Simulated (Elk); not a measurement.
# Converging shifted k-point meshes: AlSb (R3m, 2 atoms in the cell)

```
CELL_PARAMETERS angstrom
      0.00000     3.06079     3.06079
      3.06079     0.00000     3.06079
      3.06079     3.06079     0.00000
ATOMIC_POSITIONS crystal
  Al 0.00472 0.00472 0.00472
  Sb 0.25000 0.25000 0.25000
```

Level of theory: PBE, all-electron FP-LAPW, Elk's shipped species files, default APW+lo basis (Elk).

Base settings: xctype = 20; rgkmax = 7; stype = 3; swidth = 0.000367493 Ha; ngridk = 3 3 3; rmtscf = 0.96.

In this ladder: vkloff = 0.5 0.5 0.5.

Only quantities that move along the ladder and can be compared are tabulated.

The starting cell has typed, rounded lattice constants, without a prior relaxation at this level. Its lattice was rescaled by up to half a per cent. One atom was moved a little off its site on purpose. Values depend on the basis (sphere radii, cutoffs, local orbitals), which need not be converged.

Steps (ngridk): 2 2 2; 3 3 3; 4 4 4; 5 5 5; 6 6 6; 7 7 7; 8 8 8; 9 9 9; 10 10 10; 11 11 11.

Q: What is the coarsest ngridk that holds the free energy within 5 meV/atom of the last step, with all finer ones?

A: 4 4 4; the step before is off by 6.1 meV/atom.

```tsv
ngridk	free energy less the last step's (meV/atom)
2 2 2	52.79
3 3 3	6.13
4 4 4	1.20
5 5 5	0.37
6 6 6	-0.08
7 7 7	-0.30
8 8 8	0.06
9 9 9	0.10
10 10 10	-0.42
11 11 11	0.00
```
